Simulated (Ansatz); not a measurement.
Runs of Ansatz 0.2.0 on CsSnI3. The structure is cubic, space group Pm-3m (No. 221). The conventional cell has a = 6.206 Å, b = 6.206 Å, c = 6.206 Å, α = 90.00°, β = 90.00°, γ = 90.00°. Cs (site symmetry m-3m) has 12 I at 4.39 Å as nearest neighbours. I (site symmetry 4/mmm) is surrounded by 2 Sn at 3.10 Å. Around Sn (site symmetry m-3m) lie 6 I at 3.10 Å. 

```csv
task,level,potentials or basis,k mesh,cutoff (eV),smearing,basis error allowed,gap on the mesh (eV),pressure (GPa)
single point,PBEsol,"all-electron LAPW, scalar-relativistic",3 × 3 × 3,174,fermi-dirac 0.03 eV,0.002 eV/atom,3.07,(a)
dielectric tensor,PBEsol,all-electron PAW datasets made for the crystal,5 × 5 × 5,270,fixed,-,1.73,-
single point,PBE,"all-electron LAPW, scalar-relativistic",5 × 5 × 5,190,fermi-dirac 0.05 eV,0.001 eV/atom,1.75,0.5
phonons,PBEsol,"all-electron LAPW, scalar-relativistic",5 × 5 × 5,190,fermi-dirac 0.05 eV,0.002 eV/atom,1.73,-
```

Alike in all rows: no spin polarisation; cell as given.

Task: Estimate the missing entries.

Result: (a) -0.9.

Caveats: spin-orbit coupling is left out, which moves the levels of the heavy elements; an odd mesh through Γ misses points on the zone boundary, where band edges often lie; the cell was measured hot, at 500 K; some modes are imaginary (some runs).

A k mesh can miss the band edges, and the runs leave out spin-orbit coupling on Cs, I, Sn.

Not every run made on this cell is shown here.
